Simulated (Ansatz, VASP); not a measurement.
Two plane-wave programs on CdS (Greenockite)

INCAR

```
  PREC = Accurate
  ENCUT = 520
  EDIFF = 1E-7
  ISMEAR = -1
  SIGMA = 0.05
  LREAL = F
  LASPH = T
  NELM = 80
  ALGO = Normal
  ISIF = 2
  LWAVE = F
  LCHARG = F
  METAGGA = R2SCAN
  LMIXTAU = T
```

The input KPOINTS:

```
regular mesh
0
Gamma
  7 7 4
```

POSCAR

```
CdS
1.0
    4.1500000000      0.0000000000      0.0000000000
   -2.0750000000      3.5940054257      0.0000000000
    0.0000000000      0.0000000000      6.7370000000
Cd S
2 2
Direct
    0.6666666667      0.3333333333      0.5000000000
    0.3333333333      0.6666666667      0.0000000000
    0.6666666667      0.3333333333      0.8750000000
    0.3333333333      0.6666666667      0.3750000000
```

Contents of KPOINTS_OPT:

```
path GMKGALHA,LM,KH
20
line-mode
reciprocal
 0.0000000000  0.0000000000  0.0000000000  G
 0.5000000000  0.0000000000  0.0000000000  M

 0.5000000000  0.0000000000  0.0000000000  M
 0.3333333333  0.3333333333  0.0000000000  K

 0.3333333333  0.3333333333  0.0000000000  K
 0.0000000000  0.0000000000  0.0000000000  G

 0.0000000000  0.0000000000  0.0000000000  G
 0.0000000000  0.0000000000  0.5000000000  A

 0.0000000000  0.0000000000  0.5000000000  A
 0.5000000000  0.0000000000  0.5000000000  L

 0.5000000000  0.0000000000  0.5000000000  L
 0.3333333333  0.3333333333  0.5000000000  H

 0.3333333333  0.3333333333  0.5000000000  H
 0.0000000000  0.0000000000  0.5000000000  A

 0.5000000000  0.0000000000  0.5000000000  L
 0.5000000000  0.0000000000  0.0000000000  M

 0.3333333333  0.3333333333  0.0000000000  K
 0.3333333333  0.3333333333  0.5000000000  H
```

File input.yaml:

```yaml
crystal:
  lattice:
    - [4.15, 0.0, 0.0]
    - [-2.075, 3.5940054257, 0.0]
    - [0.0, 0.0, 6.737]
  atoms:
    - { symbol: Cd, position: [0.6666666667, 0.3333333333, 0.5] }
    - { symbol: Cd, position: [0.3333333333, 0.6666666667, 0.0] }
    - { symbol: S, position: [0.6666666667, 0.3333333333, 0.875] }
    - { symbol: S, position: [0.3333333333, 0.6666666667, 0.375] }
hamiltonian:
  xc: r2scan
  pseudopotentials: { kind: paw }
kpoints:
  mp_grid: { grid: [7, 7, 4] }
  band_path:
    path:
      - [[0.0, 0.0, 0.0], [0.5, 0.0, 0.0], [0.3333333333, 0.3333333333, 0.0], [0.0, 0.0, 0.0], [0.0, 0.0, 0.5], [0.5, 0.0, 0.5], [0.3333333333, 0.3333333333, 0.5], [0.0, 0.0, 0.5]]
      - [[0.5, 0.0, 0.5], [0.5, 0.0, 0.0]]
      - [[0.3333333333, 0.3333333333, 0.0], [0.3333333333, 0.3333333333, 0.5]]
    npoints: 14
scf:
  occupations: { method: fermi_dirac, width: 0.05 }
  n_extra_bands: 10
output:
  forces: true
  stress: true
  eigenvalues: true
  fatbands: false
```

Alike in both runs: task band structure; functional r2SCAN; k mesh 7 × 7 × 4; occupations fermi-dirac, width 0.05 eV; no spin polarisation.

|  | VASP | Ansatz |
| --- | --- | --- |
| version | VASP 6.6.1 | Ansatz 0.2.0 |
| potentials or method | VASP PAW PBE potentials, release 64 (Cd, S) | Ansatz PAW |
| plane-wave cutoff (eV) | 520 | 500 |
| valence electrons in the cell | 36 | 52 |

|  | VASP | Ansatz | Ansatz less VASP |
| --- | --- | --- | --- |
| gap on the k mesh at the Fermi level (eV) | 1.65 | 1.66 | +0.005 |
| least direct gap on the mesh (eV) | 1.65 | 1.66 | +0.005 |
| gap along the band path (eV) | 1.65 | 1.66 | +0.005 |
| pressure (GPa) | 1.0 | 0.7 | -0.33 |
| largest component of the traceless stress (GPa) | 0.41 | 0.39 | -0.016 |
| rms of the force components (eV/Å) | 0.042 | 0.041 | -0.0008 |

Atom by atom the forces differ by 0.001 eV/Å (rms over components). The functional is the same, so the differences come from potentials, cutoffs and numerics. The two sets of potentials don't hold the same shells in valence.

Caveats: the PAW data sets were made with another functional, which shifts forces and pressure a little (VASP); the PAW data sets come from PBE, with cores solved anew for the run's functional, which leaves a small shift of forces and pressure (Ansatz). r2SCAN opens gaps a little over a GGA but as a rule still falls short of measured ones.
